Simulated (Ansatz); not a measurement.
**Ionic part of the dielectric constant of AlAs at 20 GPa, mode by mode**

Method: DFT PBE, scalar-relativistic, plane waves, PAW in Ansatz. Cutoff 420 eV, 10×10×10 k-points (Γ-centred), fixed occupations. No spin polarisation. Phonons by linear response, acoustic sum rule imposed.

It takes space group F-43m (No. 216, cubic). Conventional cell: a = 5.365 Å, b = 5.365 Å, c = 5.365 Å, α = 90.00°, β = 90.00°, γ = 90.00°. Al (site symmetry -43m) has 4 As at 2.32 Å as nearest neighbours. As (site symmetry -43m) is surrounded by 4 Al at 2.32 Å.

Other phases may be more stable at this pressure.

The primitive cell has V = 38.61 Å³ and ε∞,xx = 8.783. Each polar mode adds Δε = (4.92064×10⁷/V)·S/ν² along x, with S its oscillator strength in e²/amu, ν in cm⁻¹ and V in Å³.

Task: From these modes, find each Δε and ε0,xx.
```json
{"ν (cm⁻¹)": "431.2", "S_xx (e²/amu)": "0.2088"}
```

Result:
```tsv
ν (cm⁻¹)	Δε
431.2	1.43
```

The sum is 1.431, so ε0,xx = 10.21; the run's tensor has 10.21.

Task: Where do the longitudinal modes lie for a wave vector along x?

Result: At 465 cm⁻¹. The Lyddane–Sachs–Teller product Π(ν_LO/ν_TO)² = 1.16 matches ε0/ε∞ = 1.16.

Cost: 1 run of about 0.55 core-minutes, on AMD EPYC 9R45 (Zen 5) (shared hosts).

The static dielectric response of compressed AlAs is mainly electronic: the lattice adds only 1.43 to an ε∞ of 8.783. Zinc blende has a single, threefold degenerate polar optical mode, in which the Al and As sublattices move against each other, so this one vibration carries the entire ionic term. Its contribution is small because the partly covalent tetrahedral bonds are stiff and their polarity is only moderate. The light Al atom raises the frequency, but it raises the oscillator strength in the same proportion as the squared frequency, so the mass cancels from the static term.

The same polarity creates the macroscopic field that lifts the longitudinal mode from 431.2 to 465 cm⁻¹, with strong electronic screening limiting the shift. Since PBE usually underestimates the gaps of such semiconductors, ε∞ is probably somewhat too large, which would raise ε0 and slightly reduce the splitting. The Lyddane–Sachs–Teller agreement confirms internal consistency, not the accuracy of either dielectric constant. A single pressure doesn't show how compression divides its effect between mode stiffening and changes in effective charge.
